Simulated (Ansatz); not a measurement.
**Zinc, simple cubic under RPBE: ground state and equation of state**

The plan for zinc in the simple cubic structure: relax it, solve it on a dense k-mesh, then scale the cell to 7 volumes from 88 to 112 % of the relaxed one and try a fit of the equation of state. Spin polarisation is left out. The k-meshes are 12×12×12 for the relaxation; 19×19×19 for the dense run; 13×13×13 for the volumes.

This is Zn in the simple cubic structure; at room conditions it is hcp.

Method: DFT RPBE, plane waves (420 eV) with PAW, scalar-relativistic; PBE-made PAW files, in Ansatz 0.2.0.

### Step 1. The structure to begin with

Symmetry: Pm-3m, No. 221, cubic system. The conventional cell has a = 2.542 Å, b = 2.542 Å, c = 2.542 Å, α = 90.00°, β = 90.00°, γ = 90.00°. Zn (site symmetry m-3m) has 6 Zn at 2.54 Å as nearest neighbours.

Structure file:

```
Zn
1.0
     2.54208    0.00000    0.00000
     0.00000    2.54208    0.00000
     0.00000    0.00000    2.54208
Zn
1
Direct
  0.00000 0.00000 0.00000
```

### Step 2. Relaxation of the cell

input.yaml reads:

```yaml
crystal:
  lattice:
    - [2.5420818099, 0.0, 0.0]
    - [0.0, 2.5420818099, 0.0]
    - [0.0, 0.0, 2.5420818099]
  atoms:
    - { symbol: Zn, position: [0.0, 0.0, 0.0] }
hamiltonian:
  xc: rpbe
  pseudopotentials:
    kind: paw
    azcp:
      Zn: "pseudopotentials/Zn.paw.azcp"
basis:
  ecutwfc: 420
  fft_grid_basis: typed
kpoints:
  mp_grid: { grid: [12, 12, 12], shift: [0, 0, 0] }
magnetization:
  spin_polarized: false
scf:
  occupations: { method: fermi_dirac, width: 0.1 }
relax:
  max_steps: 60
  f_tol: 0.01
  cell: {}
```

The runs that follow: Dense single point; Volume × 0.88; Volume × 0.92; Volume × 0.96; Volume × 1.0; Volume × 1.04; Volume × 1.08; Volume × 1.12.

Before running it: what results should come out? Wanted: space group; conventional cell; volume; shortest distance; gap on the mesh; relative to hcp; V₀, B₀, B₀′.

As calculated:

```
                      quantity                         value
space group (spins left aside)               Pm-3m (No. 221)
             conventional cell                   a = 2.676 Å
                        volume                19.154 Å³/atom
             shortest distance                       2.676 Å
               gap on the mesh  none (levels filled in part)
               relative to hcp                 +206 meV/atom
                   V₀, B₀, B₀′   19.166 Å³/atom, 39 GPa, 5.4
```

From the guessed start the volume grew by 16.6 % in 5 steps. It lies 206 meV/atom above the element's reference form at the same level (hcp, from a run of its own). Levels at the Fermi energy are filled in part, as in a metal. B₀ comes out at 39 GPa. The symmetry was held, so the structure may be unstable against distortions that break it.
